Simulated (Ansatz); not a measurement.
Consider CsPbI3 in the cubic perovskite structure (space group Pm-3m, No. 221; a = 6.390 Å). Axes: x, y, z lie along the cube axes.

Method: PBE in Ansatz (plane waves to 420 eV, PAW, scalar-relativistic without spin-orbit coupling).

Strains are applied to the cell and any free atomic positions relax; under biaxial strain the out-of-plane vector relaxes too.

One change was made to it. Results:

```csv
quantity,base,after
volume per atom,52.20 Å³,51.62 Å³
hole mass,0.15 mₑ (at R),"0.16 mₑ out of plane, 0.14 mₑ in plane (at R)"
```

Which change produced these results?
A) isotropic strain +0.87 %
B) uniaxial strain ε_zz = +4.87 %
C) biaxial strain −0.65 %, plane normal [001], relaxed out of plane
D) uniaxial strain ε_xx = −4.02 %
E) biaxial strain +4.33 %, plane normal [111], relaxed out of plane

C, biaxial strain −0.65 %, plane normal [001], relaxed out of plane. For comparison, the hole mass in the other runs: biaxial strain +4.33 %, plane normal [111], relaxed out of plane gives 0.20 mₑ out of plane, 0.16 mₑ in plane (at R); isotropic strain +0.87 % gives 0.16 mₑ (at R); uniaxial strain ε_xx = −4.02 % gives 0.099 mₑ along x, 0.15 mₑ across (at R); uniaxial strain ε_zz = +4.87 % gives 0.26 mₑ along z, 0.15 mₑ across (at R).

With I and Pb present, leaving out spin-orbit coupling can change the band edges. The levels and masses belong to the bands next to the band gap. Masses are band curvatures over ±0.01 Å⁻¹ around the edge. Stability against distortions was not tested. Many cubic perovskites are stable only at high temperature; tilts and polar distortions were not tested. This is not the structure that CsPbI3 has at room temperature and ambient pressure.

Ansatz is a program for electronic structure.
